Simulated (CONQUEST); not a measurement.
This CONQUEST 1.3 run on Lu needs a look.

File Conquest_input:

```
IO.Title Lu
IO.Coordinates coords.dat
IO.FractionalAtomicCoords T
IO.Iprint 2
IO.Iprint_init 1
General.NumberOfSpecies 1
General.PseudopotentialType hamann
General.FunctionalType -109134
General.DifferentFunctional T
AtomMove.TypeOfRun static
AtomMove.FullStress T
Grid.GridCutoff 120
DM.SolutionMethod diagon
Diag.MPMesh T
Diag.GammaCentred T
Diag.MPMeshX 3
Diag.MPMeshY 3
Diag.MPMeshZ 3
Diag.kT 0.00183747
minE.SCTolerance 1e-6
Diag.SmearingType 1
Diag.MPOrder 2
SC.MaxIters 80
IO.AtomChargeOutput T
General.NetCharge -3
%block ChemicalSpeciesLabel
1 174.970 Lu
%endblock
```

coords.dat

```
    7.5811787003     0.0000000000     0.0000000000
    0.0000000000     7.3416181195     0.0000000000
    0.0000000000     0.0000000000     7.2377436539
2
  0.0000000000   0.0000000000   0.0000000000 1 T T T
  0.5000000000   0.5000000000   0.5000000000 1 T T T
```

Potentials or basis: PseudoDojo NC PBE, DZP, grid cutoff 120 Ha.

Launch:

```sh
$ Conquest
```

Output:

```text
Simulation cell dimensions:     7.5812 a0 x     7.3416 a0 x     7.2377 a0

      Atomic coordinates (a0)
         Atom         X         Y         Z  Species
            1    0.0000    0.0000    0.0000        1
            2    3.7906    3.6708    3.6189        1

         Monkhorst-Pack mesh:   3 x   3 x   3 gamma-centred
        This calculation includes non-local pseudopotentials,
         with a maximum core radius of      9.02684318

    Job title: Lu
    Job to be run: static calculation

    Ground state search:
      Support functions represented with PAO basis
      1:1 PAO to SF mapping
      Non-spin-polarised electrons
      Solving for the K matrix using diagonalisation
      Using order  2 Methfessel-Paxton smearing

[... 81 lines left out ...]
[... 1 line left out ...]
      |  screened ion-ion energy =       -61.920952219756664 Ha
      |  Ha correction           =        -2.014346185094452 Ha
      |  XC correction           =        -7.677671374730351 Ha
      | GS Energy with kT -> 0   =       -92.878654870298462 Ha
      | Free Energy as E-TS      =       -92.878670933248785 Ha
      |* Harris-Foulkes energy   =       -92.878606681447494 Ha
      |* DFT total energy        =       -92.878606681331675 Ha
      |  estimated accuracy      =        -0.000000000115818 Ha

    force: Forces on atoms (Ha/a0)
    force:  Atom   X              Y              Z
    force:     1   0.0000000000   0.0000000000   0.0000000000
    force:     2   0.0000000000   0.0000000000   0.0000000000

    force: Maximum force :        0.00000000(Ha/a0) on atom         1 in z direction
    force: Force Residual:        0.00000000 Ha/a0
    force: Total stress:        -21.35333170     0.00000000     0.00000000 GPa
                             0.00000000   -21.71316420     0.00000000
                             0.00000000     0.00000000   -13.25535730
    force: Average pressure:     18.77395107 GPa

    force: Finished force
    get_E_and_F: Change in energy during last step of electronic optimisation: -0.22638E-06

    BIBLIOGRAPHY: Please consider citing the following references in the conquest.bib file

    CONQUEST:         Bowler2002pt, Miyazaki2004, Nakata2020
    Basis:            Bowler2019
    DM:               Bowler:2006xr
    Pseudopotentials: Hamann2013, Bowler2019
    XC references from LibXC:
      J. P. Perdew. In P. Ziesche and H. Eschrig, editors, Proceedings of the 75. WE-Heraeus-Seminar and 21st Annual Internati
      J. P. Perdew, J. A. Chevary, S. H. Vosko, K. A. Jackson, M. R. Pederson, D. J. Singh, and C. Fiolhais.,  Phys. Rev. B 46
      J. P. Perdew. In P. Ziesche and H. Eschrig, editors, Proceedings of the 75. WE-Heraeus-Seminar and 21st Annual Internati
      J. P. Perdew, J. A. Chevary, S. H. Vosko, K. A. Jackson, M. R. Pederson, D. J. Singh, and C. Fiolhais.,  Phys. Rev. B 46

    Warnings written to file Conquest_warnings; please check
```

Task: What happened, and what is wrong with the input?

Result: The calculation finished and met its thresholds. The input holds a flaw that was put in on purpose: wrong net charge (General.NetCharge = -3). The program doesn't stop on it, so the numbers can't be trusted though the run ends normally.
